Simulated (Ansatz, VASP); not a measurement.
# One calculation of Se, two programs

```
Se
1.0
     4.36964    0.00000    0.00000
    -2.18482    3.78422    0.00000
     0.00000    0.00000    4.96589
Se
3
Cartesian
  0.9482 0.0000 0.8276
  -0.4741 0.8212 4.1382
  1.7107 2.9630 2.4829
```

Change from the starting cell: volume scaled by 1.01, PAW files.

Alike in both runs: task electric field gradients; functional PBEsol; k mesh 8 × 8 × 6; occupations fermi-dirac, width 0.02 eV; no spin polarisation.

|  | VASP | Ansatz |
| --- | --- | --- |
| version | VASP 6.6.1 | Ansatz 0.2.0 |
| potentials or method | VASP PAW PBE potentials, release 64 (Se) | PAW with Ansatz's default frozen-core files, scalar-relativistic |
| plane-wave cutoff (eV) | 520 | 420 |
| valence electrons in the cell | 18 | 48 |

Ansatz gave:

| Item | Value |
| --- | --- |
| gap on the k mesh at the Fermi level (eV) | 1.06 |
| pressure (GPa) | 2.3 |
| largest component of the traceless stress (GPa) | 1.27 |
| rms of the force components (eV/Å) | 0.513 |
| Vzz of the field gradient on the site that differs most (V/Å²) | -502.1 |

**Question.** Estimate VASP's values.

**Answer.** gap on the k mesh at the Fermi level (eV): 1.04; pressure (GPa): 2.5; largest component of the traceless stress (GPa): 1.38; rms of the force components (eV/Å): 0.546; Vzz of the field gradient on the site that differs most (V/Å²): -483.0.

Atom by atom the forces differ by 0.033 eV/Å (rms over components). The two sets of potentials don't hold the same shells in valence.

Caveats: the PAW data sets were made with another functional, which shifts forces and pressure a little (VASP). A k mesh can miss the band edges.
